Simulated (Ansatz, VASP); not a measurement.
One calculation of Cu, two programs

File INCAR:

```
SYSTEM = Cu
ALGO = Normal
EDIFF = 1E-6
EDIFFG = -0.01
ENCUT = 600
GGA = PE
IBRION = 2
ISIF = 3
ISMEAR = -1
IVDW = 12
LASPH = .True.
LCHARG = .False.
LREAL = .False.
LWAVE = .False.
NELM = 80
NSW = 60
PREC = Accurate
SIGMA = 0.05
```

The input KPOINTS:

```
k-points
0
Gamma
  13 13 13
  0 0 0
```

File POSCAR:

```
Cu
1.0
    0.0000000000      1.8075000000      1.8075000000
    1.8075000000      0.0000000000      1.8075000000
    1.8075000000      1.8075000000      0.0000000000
Cu
1
Direct
    0.0000000000      0.0000000000      0.0000000000
```

input.yaml

```yaml
crystal:
  lattice:
    - [0.0, 1.8075, 1.8075]
    - [1.8075, 0.0, 1.8075]
    - [1.8075, 1.8075, 0.0]
  atoms:
    - { symbol: Cu, position: [0.0, 0.0, 0.0] }
hamiltonian:
  xc: pbe
  pseudopotentials: { kind: paw }
  dispersion: d3bj
kpoints:
  mp_grid: { grid: [13, 13, 13] }
scf:
  occupations: { method: fermi_dirac, width: 0.05 }
output:
  forces: true
  stress: true
  eigenvalues: true
relax:
  f_tol: 0.01
  max_steps: 40
  cell: { stress_tol: 0.05 }
```

Alike in both runs: task relaxation of cell and atoms; functional PBE; dispersion D3(BJ); k mesh 13 × 13 × 13; occupations fermi-dirac, width 0.05 eV; no spin polarisation.

|  | VASP | Ansatz |
| --- | --- | --- |
| version | VASP 6.6.1 | Ansatz 0.2.0 |
| potentials or method | VASP PAW PBE potentials, release 64 (Cu) | Ansatz PAW |
| plane-wave cutoff (eV) | 600 | 420 |
| valence electrons in the cell | 11 | 19 |

Ansatz gave:

- gap on the k mesh at the Fermi level, each at its own relaxed structure (eV): none
- relaxed volume (Å³/atom): 11.30
- relaxed cell length with the largest relative difference (Å): 2.519
- energy change over the relaxation (meV/atom): -11

Question: What did VASP give for the same quantities?

Answer: gap on the k mesh at the Fermi level, each at its own relaxed structure (eV): none; relaxed volume (Å³/atom): 11.34; relaxed cell length with the largest relative difference (Å): 2.522; energy change over the relaxation (meV/atom): -9.

A gap of «none» marks a metal or a gap that the smearing closes. The two sets of potentials don't hold the same shells in valence.

Caveats: pairwise dispersion overbinds metals, which lowers pressure and volume; the plane-wave basis is chosen anew once the cell has moved, so the energies of steps on either side of that aren't comparable (Ansatz).
